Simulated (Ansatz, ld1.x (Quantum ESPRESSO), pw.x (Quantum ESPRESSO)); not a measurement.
What a changed setting does to a pw.x run (bcc Sn)

Potential: ultrasoft, ld1.x (Quantum ESPRESSO) 7.5, PBE; core [Kr], reference 4d10 5s2 5p2; waves: 5s (bound): rcut 1.50, rcutus 1.90 bohr; 5s channel at -0.3 Ry: rcut 1.50, rcutus 1.90 bohr; 5p (bound): rcut 2.25, rcutus 2.65 bohr; 5p channel at 1.7 Ry: rcut 2.25, rcutus 2.65 bohr; 4d (bound): rcut 1.55, rcutus 1.65 bohr; 4d channel at -0.45 Ry: rcut 1.55, rcutus 1.65 bohr; local part: all-electron potential smoothed inside 2.15 bohr (lloc = -2); core correction: a·sin(br)/r model core, default radius (core density twice the valence density); augmentation: PSQ, radius 1.55 bohr.

The reference run (k-mesh 12³, cutoffs 110/880 Ry, Fermi–Dirac 0.01 Ry, mixing_beta 0.4, conv_thr 1e-9, no spin) gives 0.08 GPa at 27.788 Å³/atom, where all-electron LAPW gives -0.26 GPa. This run, with its own iteration cap, changes nbnd to 19.

```
&control
  calculation='scf', prefix='x', pseudo_dir='./', outdir='./tmp', tstress=.true., disk_io='none'
/
&system
  ibrav=0, nat=1, ntyp=1, ecutwfc=110, ecutrho=880, nbnd=19,
  occupations='smearing', smearing='fd', degauss=0.01
/
&electrons
  conv_thr=1e-09, mixing_beta=0.4, electron_maxstep=70
/
ATOMIC_SPECIES
Sn 1.0 Sn.UPF
CELL_PARAMETERS angstrom
  -1.90809107 1.90809107 1.90809107
  1.90809107 -1.90809107 1.90809107
  1.90809107 1.90809107 -1.90809107
ATOMIC_POSITIONS crystal
Sn 0.0000 0.0000 0.0000
K_POINTS automatic
12 12 12 0 0 0
```

```bash
pw.x < Sn.scf.in > Sn.scf.out
```

Q: How does the run end?

A: It converges in 8 iterations; the free energy moves by +0.0 meV/atom and the pressure by +0.00 GPa. The result is that of the reference run.

```
Message from routine setup:
     using ibrav=0 with symmetry is DISCOURAGED, use correct ibrav instead
     lattice parameter (alat)  =       6.2454  a.u.
     unit-cell volume          =     187.5227 (a.u.)^3
     number of electrons       =        14.00
     number of Kohn-Sham states=           19
     kinetic-energy cutoff     =     110.0000  Ry
     charge density cutoff     =     880.0000  Ry
     scf convergence threshold =      1.0E-09
     Exchange-correlation= PBE
     number of k points=    72  Fermi-Dirac smearing, width (Ry)=  0.0100
     iteration #  1     ecut=   110.00 Ry     beta= 0.40
     total energy              =    -166.28302636 Ry
     estimated scf accuracy    <       0.00289790 Ry
     iteration #  2     ecut=   110.00 Ry     beta= 0.40
     total energy              =    -166.28313952 Ry
     estimated scf accuracy    <       0.00050881 Ry
     iteration #  3     ecut=   110.00 Ry     beta= 0.40
     total energy              =    -166.28318263 Ry
     estimated scf accuracy    <       0.00006459 Ry
     iteration #  4     ecut=   110.00 Ry     beta= 0.40
     total energy              =    -166.28318818 Ry
     estimated scf accuracy    <       0.00000268 Ry
     iteration #  5     ecut=   110.00 Ry     beta= 0.40
     total energy              =    -166.28318868 Ry
     estimated scf accuracy    <       0.00000014 Ry
     iteration #  6     ecut=   110.00 Ry     beta= 0.40
     total energy              =    -166.28318872 Ry
     estimated scf accuracy    <       0.00000002 Ry
     iteration #  7     ecut=   110.00 Ry     beta= 0.40
     total energy              =    -166.28318872 Ry
     estimated scf accuracy    <          1.9E-09 Ry
     iteration #  8     ecut=   110.00 Ry     beta= 0.40
     the Fermi energy is    10.4483 ev
!    total energy              =    -166.28318873 Ry
     estimated scf accuracy    <          3.0E-10 Ry
     smearing contrib. (-TS)   =      -0.00267270 Ry
     The total energy is F=E-TS. E is the sum of the following terms:
     one-electron contribution =     -59.84131144 Ry
     hartree contribution      =      40.52812258 Ry
     xc contribution           =     -48.05782288 Ry
     ewald contribution        =     -98.90950428 Ry
     convergence has been achieved in   8 iterations
          total   stress  (Ry/bohr**3)                   (kbar)     P=        0.75
     Message from routine punch:
     Nothing written, as per user request (disk_io='none')
```

The run took about 90 s on one core of a shared host (Neoverse-V1, 32 threads, 247 GiB, load 9).
